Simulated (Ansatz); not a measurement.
Pressure series in LaAlO3

Consider LaAlO₃ in the cubic perovskite structure (space group Pm-3m, No. 221).

```
LaAlO3
1.0
    3.81241     0.00000     0.00000
    0.00000     3.81241     0.00000
    0.00000     0.00000     3.81241
La Al O
1 1 3
Cartesian
  0.00000   0.00000   0.00000
  1.90621   1.90621   1.90621
  0.00000   1.90621   1.90621
  1.90621   1.90621   0.00000
  1.90621   0.00000   1.90621
```

Cell and atoms are relaxed at each pressure.

Method: PBE (Ansatz, a first-principles code; PAW; 420 eV plane waves; spin-orbit coupling left out).

Candidates:
(a) pressure 45 GPa
(b) pressure 30 GPa
(c) pressure 18 GPa
(d) pressure −2 GPa

Before the change:

```
Property                         Value
-----------------------------  -------
Width of the top valence band  1.05 eV
```

**Question.** Order them by width of the top valence band, highest first.

**Answer.** (a) pressure 45 GPa (1.28 eV), (b) pressure 30 GPa (1.17 eV), (c) pressure 18 GPa (1.12 eV), (d) pressure −2 GPa (1.05 eV)

The levels and masses belong to the bands next to the band gap. Load acts through the strain it causes; cell and atoms are relaxed under it. Whether these cells are dynamically stable was not tested. Competing high-pressure phases were not computed. Many cubic perovskites are stable only at high temperature; tilts and polar distortions were not tested.
